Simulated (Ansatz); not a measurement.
Crystal: Y.

```
CELL_PARAMETERS angstrom
3.64254 0.00000 0.00000
-1.82127 3.15454 0.00000
0.00000 0.00000 11.84413
ATOMIC_POSITIONS crystal
Y 0.66667 0.33333 0.75000
Y 0.00000 0.00000 0.50000
Y 0.33333 0.66667 0.25000
Y 0.00000 0.00000 0.00000
```

```yaml
Program: Ansatz 0.2.0
Task: single point
Functional: PBE
Potentials_or_basis: all-electron LAPW, scalar-relativistic
Cutoff: 127 eV (chosen from the basis error)
Basis_error_allowed: 0.001 eV/atom
k_mesh: 8 × 8 × 3
Occupations: fermi-dirac, width 0.05 eV
Spin: no spin polarisation
```

On this cell: pressure -1.7 GPa; largest force under 0.003 eV/Å; band gap on the k mesh none (metal or under the smearing width).

The same run follows on a disturbed copy (atoms moved at random, drawn with an rms of 0.05 Å):

```
CELL_PARAMETERS angstrom
3.64254 0.00000 0.00000
-1.82127 3.15454 0.00000
0.00000 0.00000 11.84413
ATOMIC_POSITIONS crystal
Y 0.67778 0.33328 0.75145
Y 0.99857 0.98937 0.50459
Y 0.34126 0.67218 0.25273
Y 0.99905 0.99244 0.99907
```

Question: What does the disturbed cell give?

Answer: The energy (extrapolated to zero smearing) moves by +1.3 meV/atom; pressure -1.7 GPa; largest force 0.109 eV/Å; band gap on the k mesh none (metal or under the smearing width).

Forces on the atoms (eV/Å):
```
Y   -0.030 -0.032  0.017
Y    0.017  0.043 -0.089
Y   -0.007 -0.045 -0.029
Y    0.020  0.034  0.101
```

Stress tensor (GPa, compression positive):
```
-1.49 -0.03  0.00
-0.03 -1.52  0.00
 0.00  0.00 -2.07
```
